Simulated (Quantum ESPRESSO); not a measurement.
## NbP under changes of volume

One of the cells (16.103 Å³/atom); the others are scaled copies at fixed shape and fractional positions:

```xyz
4
Lattice="-1.6749 1.6749 5.7401 1.6749 -1.6749 5.7401 1.6749 1.6749 -5.7401" Properties=species:S:1:pos:R:3 pbc="T T T"
Nb    1.6749    0.0000    2.8687
Nb    0.0000    0.0000    5.7387
P     0.0000    1.6749    3.8200
P     0.0000    0.0000    0.9500
```

The cell is a database's computed one.

| Property | Result |
| --- | --- |
| Program | Quantum ESPRESSO 7.5 |
| Functional | r2SCAN |
| Potentials or basis | SG15 PBE 1.2 |
| Cutoff | 952 eV |
| Density cutoff | 3810 eV |
| k mesh | 4 × 4 × 4 |
| Occupations | fermi-dirac, width 0.05 eV |
| Spin | no spin polarisation |

| volume (Å³/atom) | energy over the lowest point (meV/atom) | pressure (GPa) | largest force (eV/Å) |
| --- | --- | --- | --- |
| 15.137 | ? | ? | ? |
| 15.459 | 12.14 | 7.1 | 0.016 |
| 15.781 | 1.80 | 2.6 | 0.010 |
| 16.103 | 0.00 | -1.4 | 0.004 |
| 16.425 | 5.94 | -5.0 | 0.000 |
| 16.747 | 18.74 | -8.3 | 0.005 |
| 17.069 | 37.76 | -11.2 | 0.009 |

Question: What does the run at 15.137 Å³/atom give?

Answer: Energy over the lowest point 31.94 meV/atom; pressure 12.0 GPa; largest force 0.022 eV/Å.

Worked out: A Birch-Murnaghan fit of order 3 (a polynomial in V^(-2/3)) to the other rows has its minimum at 16.01 Å³/atom with B0 = V·E''(V) = 196 GPa and B' = 4.4 at fixed shape and positions, which overstates the stiffness. It gives 32.05 meV/atom at 15.137 Å³/atom, against the run's 31.94, and -dE/dV = 12.5 GPa, against 12.0.

Energies are extrapolated to zero smearing.

Caveats: all runs use coarse meshes; the potentials were made for another functional, which shifts forces and pressure.
